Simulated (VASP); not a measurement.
# AlN (F-43m) in VASP: further runs, part 2 of 2

VASP 6.6.1. The steps go on from the part before.

## Step 3: Relaxation of cell and atoms, r2SCAN+rVV10

File INCAR:

```
ALGO = Normal ; BPARAM = 11.95
CPARAM = 0.0093 ; EDIFF = 1E-7
EDIFFG = -0.005 ; ENCUT = 600
IBRION = 2 ; ISIF = 3
ISMEAR = 0 ; IVDW_NL = 2
LASPH = T ; LCHARG = F
LMIXTAU = T ; LREAL = F
LUSE_VDW = T ; LWAVE = F
METAGGA = R2SCAN ; NELM = 100
NSW = 90 ; PREC = Accurate
SIGMA = 0.02
```

File KPOINTS:

```
k-points
0
Gamma
  10 10 10
```

File POSCAR:

```
AlN
1.0
    0.0000000000      2.1839935600      2.1839935600
    2.1839935600      0.0000000000      2.1839935600
    2.1839935600      2.1839935600      0.0000000000
Al N
1 1
Direct
    0.0000000000      0.0000000000      0.0000000000
    0.2500000000      0.2500000000      0.2500000000
```

Potentials or basis: VASP PAW PBE potentials, release 64 (Al, N).

Command:

```sh
cat potpaw_PBE.64/Al/POTCAR potpaw_PBE.64/N/POTCAR > POTCAR
mpirun -np 1 vasp_std > vasp.out
```

OUTCAR:

```text
BPARAM = 11.95
   EDIFF = 1E-7
   EDIFFG = -0.005
   ENCUT = 600
   IBRION = 2
   ISIF = 3
   ISMEAR = 0
   IVDW_NL = 2
   LASPH = T
   LREAL = F
   METAGGA = R2SCAN
   NELM = 100
   NSW = 90
   PREC = Accurate

 ion  position               nearest neighbor table
   1  0.000  0.000  0.000-   2 1.89   2 1.89   2 1.89   2 1.89
   2  0.250  0.250  0.250-   1 1.89   1 1.89   1 1.89   1 1.89

  LATTYP: Found a face centered cubic cell.
 ALAT       =     4.3679871200

  Lattice vectors:

 A1 = (   0.0000000000,   2.1839935600,   2.1839935600)
 A2 = (   2.1839935600,   0.0000000000,   2.1839935600)
 A3 = (   2.1839935600,   2.1839935600,   0.0000000000)

Analysis of symmetry for initial positions (statically):
=====================================================================
 Subroutine PRICEL returns:
 Original cell was already a primitive cell.

 Routine SETGRP: Setting up the symmetry group for a
 face centered cubic supercell.

 Subroutine GETGRP returns: Found 24 space group operations
 (whereof 24 operations were pure point group operations)
 out of a pool of 48 trial point group operations.

The static configuration has the point symmetry T_d .

Analysis of symmetry for dynamics (positions and initial velocities):
=====================================================================
 Subroutine PRICEL returns:
 Original cell was already a primitive cell.

 Routine SETGRP: Setting up the symmetry group for a
 face centered cubic supercell.

 Subroutine GETGRP returns: Found 24 space group operations
 (whereof 24 operations were pure point group operations)
 out of a pool of 48 trial point group operations.

The dynamic configuration has the point symmetry T_d .

 Subroutine INISYM returns: Found 24 space group operations
 (whereof 24 operations are pure point group operations),
 and found     1 'primitive' translations

[... 132 lines left out ...]
 maximum number of plane-waves:       725
 NGX is ok and might be reduce to    28
   NGX = 13   NGY = 13   NGZ = 13

--------------------------------------- Ionic step        1  -------------------------------------------

 number of electron       7.9999999 magnetization

 Free energy of the ion-electron system (eV)
  ---------------------------------------------------
  ext. energy  EPLUGINS =         0.00000000
  ---------------------------------------------------
  free energy    TOTEN  =       -18.99349438 eV

  energy without entropy =      -18.99349438  energy(sigma->0) =      -18.99349438

------------------------ aborting loop because EDIFF is reached ----------------------------------------

  FORCE on cell =-STRESS in cart. coord.  units (eV):
  Direction    XX          YY          ZZ          XY          YZ          ZX
  --------------------------------------------------------------------------------------
  -------------------------------------------------------------------------------------
  Total       -0.0985386     -0.0985386     -0.0985386      0.0000000     -0.0000000      0.0000000
  in kB       -7.5776244     -7.5776244     -7.5776244      0.0000000     -0.0000000      0.0000000
  external PRESSURE =      -7.5776244 kB  Pullay stress =       0.0000000 kB
[... 59 lines left out ...]
--------------------------------------- Ionic step        3  -------------------------------------------

 number of electron       7.9999999 magnetization

 Free energy of the ion-electron system (eV)
  ---------------------------------------------------
  ext. energy  EPLUGINS =         0.00000000
  ---------------------------------------------------
  free energy    TOTEN  =       -18.99365007 eV

  energy without entropy =      -18.99365007  energy(sigma->0) =      -18.99365007

 E-fermi :   5.8492     XC(G=0): -11.4699

 val. band max:        5.7162961676   @ k =   0.0000   0.0000   0.0000
 cond. band min:       9.6097280851   @ k =   0.5000   0.5000   0.0000
 fundamental gap:      3.8934319176
 Fermi energy:         5.8491900459

 k-point     1 :       0.0000    0.0000    0.0000
  band No.  band energies     occupation
      1     -10.0525      2.00000
      2       5.7163      2.00000
      3       5.7163      2.00000
      4       5.7163      2.00000
      5      10.6003      0.00000
      6      19.2487      0.00000
      7      19.2487      0.00000
      8      19.2487      0.00000
[... 243 lines left out ...]
 k-point    24 :       0.4000    0.3000    0.0000
  band No.  band energies     occupation
      1      -8.0500      2.00000
      2       1.5054      2.00000
      3       3.9882      2.00000
      4       4.2829      2.00000
      5      11.2583      0.00000
      6      16.1244      0.00000
      7      19.0302      0.00000
      8      21.4105      0.00000

 [... further k-points ...]

------------------------ aborting loop because EDIFF is reached ----------------------------------------

  FORCE on cell =-STRESS in cart. coord.  units (eV):
  Direction    XX          YY          ZZ          XY          YZ          ZX
  --------------------------------------------------------------------------------------
  -------------------------------------------------------------------------------------
  Total       -0.0090560     -0.0090560     -0.0090560      0.0000000      0.0000000      0.0000000
  in kB       -0.6986655     -0.6986655     -0.6986655      0.0000000      0.0000000      0.0000000
  external PRESSURE =      -0.6986655 kB  Pullay stress =       0.0000000 kB
[... 17 lines left out ...]
  FREE ENERGIE OF THE ION-ELECTRON SYSTEM (eV)
  ---------------------------------------------------
  free  energy   TOTEN  =       -18.9936500714 eV

  energy  without entropy=      -18.9936500714  energy(sigma->0) =      -18.99365007

 reached required accuracy - stopping structural energy minimisation
```

OSZICAR:

```text
N       E                     dE             d eps       ncg     rms          rms(c)
DAV:   1     0.874849060083E+01    0.87485E+01   -0.44825E+03   768   0.967E+02
DAV:   2    -0.225704798403E+02   -0.31319E+02   -0.30514E+02   952   0.169E+02
DAV:   3    -0.233067156721E+02   -0.73624E+00   -0.73624E+00   912   0.324E+01
[... 42 lines left out ...]
DAV:   7    -0.189936526249E+02   -0.75463E-05   -0.51904E-07   848   0.870E-03    0.990E-04
DAV:   8    -0.189936494855E+02    0.31394E-05   -0.60948E-08   392   0.328E-03    0.190E-04
DAV:   9    -0.189936503236E+02   -0.83812E-06   -0.83291E-09   376   0.104E-03    0.659E-05
DAV:  10    -0.189936501314E+02    0.19221E-06   -0.11129E-09   376   0.410E-04    0.624E-05
DAV:  11    -0.189936500714E+02    0.60060E-07   -0.37750E-10   376   0.162E-04
   3 F= -.18993650E+02 E0= -.18993650E+02  d E =-.155687E-03
```

Run time: 5.3 min. Hardware: 1 thread of Intel Xeon Platinum 8375C at 2.90GHz (Ice Lake), shared host; peak memory 0.25 GiB.

Results:

* Free energy: -18.9937 eV
* Relaxed volume: 10.38 Å³/atom
* Relaxed cell: a = 3.085 Å, b = 3.085 Å, c = 3.085 Å, α = 60.00°, β = 60.00°, γ = 60.00°
* Space group after relaxing (to 0.05 Å): F-43m (No. 216)
* Energy gained by relaxing: 0.1 meV/atom
* Ionic steps: 3
* Pressure after relaxing: -0.1 GPa
* Band gap on the k mesh: 3.89 eV, indirect (least direct gap 4.88 eV)

The path:
| step | energy change (eV) | largest force (eV/Å) | pressure (GPa) | volume (Å³) |
| --- | --- | --- | --- | --- |
| 1 | 0.0000 | 0.0000 | -0.76 | 20.83 |
| 2 | 0.0000 | 0.0000 | 0.77 | 20.69 |
| 3 | -0.0002 | 0.0000 | -0.07 | 20.77 |

Final structure:
```
CELL_PARAMETERS angstrom
0.00000 2.18164 2.18164
2.18164 0.00000 2.18164
2.18164 2.18164 0.00000
ATOMIC_POSITIONS crystal
Al 0.00000 0.00000 0.00000
N 0.25000 0.25000 0.25000
```

Levels at points of the mesh, in eV from the valence-band top:
| k point | band 1 | band 2 | band 3 | band 4 | band 5 | band 6 | band 7 | band 8 |
| --- | --- | --- | --- | --- | --- | --- | --- | --- |
| (0.00, 0.00, 0.00) | -15.77 | 0.00 | 0.00 | 0.00 | 4.88 | 13.53 | 13.53 | 13.53 |
| (0.50, 0.00, 0.00) | -13.74 | -5.93 | -0.49 | -0.49 | 8.21 | 10.81 | 11.94 | 11.94 |
| (0.50, 0.50, 0.00) | -13.11 | -4.97 | -1.81 | -1.81 | 3.89 | 9.46 | 15.22 | 16.96 |

Caveat: the PAW data sets were made with another functional, which shifts forces and pressure a little.
